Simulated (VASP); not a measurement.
Wanted: the native input for a VASP 6.6.1 run.

```
Task                   : single point
Functional             : LDA
Potentials or basis    : VASP PAW LDA potentials, release 64 (Ru_pv, S)
Cutoff                 : 520 eV
k mesh                 : 6 × 6 × 6
Occupations            : gaussian, width 0.05 eV
Spin                   : collinear spin, antiferromagnetic start
Starting moments       : [1.0, -1.0, 0.0, 0.0] μB
Hubbard terms          : Ru d U = 2 eV
Supercell matrix       : [1, 0, 0, 0, 1, 0, 0, 0, 2]
Further INCAR settings : ALGO = Fast; EDIFF = 1e-07; NBANDS = 32
```

The structure of RuS lies in POSCAR:

```
RuS
1.0
    0.0000000000      2.5467554600      2.5467554600
    2.5467554600      0.0000000000      2.5467554600
    5.0935109200      5.0935109200      0.0000000000
Ru S
2 2
Direct
    0.5000000000      0.5000000000      0.2500000000
    0.5000000000      0.5000000000      0.7500000000
    0.0000000000      0.0000000000      0.0000000000
    0.0000000000      0.0000000000      0.5000000000
```

The cell comes from a database or a generator and needn't be the stable form of this composition.

The input as run:

INCAR

```
SYSTEM = RuS
ALGO = Fast
EDIFF = 1E-7
ENCUT = 520
ISIF = 2
ISMEAR = 0
ISPIN = 2
LASPH = .TRUE.
LCHARG = .FALSE.
LDAU = .TRUE.
LDAUJ = 0 0
LDAUL = 2 -1
LDAUPRINT = 1
LDAUTYPE = 2
LDAUU = 2 0
LMAXMIX = 4
LORBIT = 11
LREAL = .FALSE.
LWAVE = .FALSE.
MAGMOM = 1 -1 0 0
NBANDS = 32
NELM = 100
PREC = Accurate
SIGMA = 0.05
```

KPOINTS

```
k-points
0
G
  6 6 6
  0 0 0
```

Potentials or basis: VASP PAW LDA potentials, release 64 (Ru_pv, S).

Launch:

```bash
$ cat potpaw_LDA.64/Ru_pv/POTCAR potpaw_LDA.64/S/POTCAR > POTCAR
$ mpirun -np 1 vasp_std > vasp.out
```

It gave:

```yaml
Pressure: -22.0 GPa
Band_gap_on_the_k_mesh: none (metal or under the smearing width)
Net_moment: 0.00 μB per cell
Valence_electrons_inside_the_program's_atomic_spheres: Ru 12.47; S 3.61
```

Wall time 2.9 min on 1 thread of Intel(R) Xeon(R) Platinum 8488C (Sapphire Rapids) (shared host), peak memory 0.23 GiB.
